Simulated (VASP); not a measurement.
## K: single point with HSE06

K:

```
K
1.0
    -2.60846    2.60846    2.60846
     2.60846   -2.60846    2.60846
     2.60846    2.60846   -2.60846
K
1
Direct
  0.00000 0.00000 0.00000
```

| Item | Value |
| --- | --- |
| Program | VASP 6.6.1 |
| Task | single point |
| Functional | HSE06 |
| Potentials or basis | VASP PAW PBE potentials, release 64 (K_sv) |
| Cutoff | 520 eV |
| k mesh | 6 × 6 × 6 |
| Occupations | gaussian, width 0.1 eV |
| Spin | no spin polarisation |
| Grid for exact exchange (PRECFOCK) | Fast |
| Screening parameter | 0.2 1/A |
| Further INCAR settings | ALGO = Normal; EDIFF = 1e-07; NBANDS = 10 |

```yaml
Pressure: 0.3 GPa
Band_gap_on_the_k_mesh: none (metal or under the smearing width)
```

Levels at points of the mesh, in eV from the Fermi level:
| k point | band 1 | band 2 | band 3 | band 4 | band 5 | band 6 | band 7 | band 8 |
| --- | --- | --- | --- | --- | --- | --- | --- | --- |
| (0.00, 0.00, 0.00) | -35.20 | -17.28 | -17.28 | -17.28 | -2.64 | 4.95 | 4.95 | 4.95 |
| (0.50, 0.00, 0.00) | -35.19 | -17.36 | -17.31 | -17.28 | 0.55 | 0.72 | 3.65 | 5.55 |
| (0.50, 0.50, 0.50) | -35.19 | -17.34 | -17.34 | -17.34 | 1.94 | 1.94 | 3.83 | 3.83 |

Wall time 5 min on 1 thread of Intel(R) Xeon(R) 6975P-C (Granite Rapids) (shared host), peak memory 0.31 GiB.

Caveat: the PAW data sets were made with another functional, which shifts forces and pressure a little.
